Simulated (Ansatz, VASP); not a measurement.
One calculation of SnH5, two programs

```
Sn H
1.0
     3.21679    0.00000    0.00000
     0.00000    3.21679    0.00000
     0.00000    0.00000    5.25404
Sn H
1 5
Direct
  0.50000 0.50000 0.00000
  0.50000 0.50000 0.42553
  0.50000 0.50000 0.57447
  0.00000 0.00000 0.31429
  0.00000 0.00000 0.68571
  0.00000 0.00000 0.50000
```

Change from the starting cell: species swapped into the Hf5Pb type (P4/mmm, No. 123).

Alike in both runs: functional PBE; k mesh 6 × 6 × 2; occupations gaussian, width 0.1 eV; no spin polarisation.

Ansatz relaxed the structure, and its values are those at the end. VASP's run is a single point on that final structure, the one shown.

|  | VASP | Ansatz |
| --- | --- | --- |
| version | VASP 6.6.1 | Ansatz 0.2.0 |
| potentials or method | VASP PAW PBE potentials, release 64 (Sn_d, H) | scalar-relativistic, plane waves, PAW |
| plane-wave cutoff (eV) | 520 | 420 |
| valence electrons in the cell | 19 | 19 |

|  | VASP | Ansatz | Ansatz less VASP |
| --- | --- | --- | --- |
| gap on the k mesh at the Fermi level (eV) | none | none | - |
| pressure (GPa) | -0.1 | 0.1 | +0.21 |

A gap of «none» marks a metal or a gap that the smearing closes. With one functional, cell and mesh, what is left measures potentials, basis and numerics.

Caveats: the k mesh is coarse (spacing up to 0.60 Å⁻¹), so the values aren't converged.
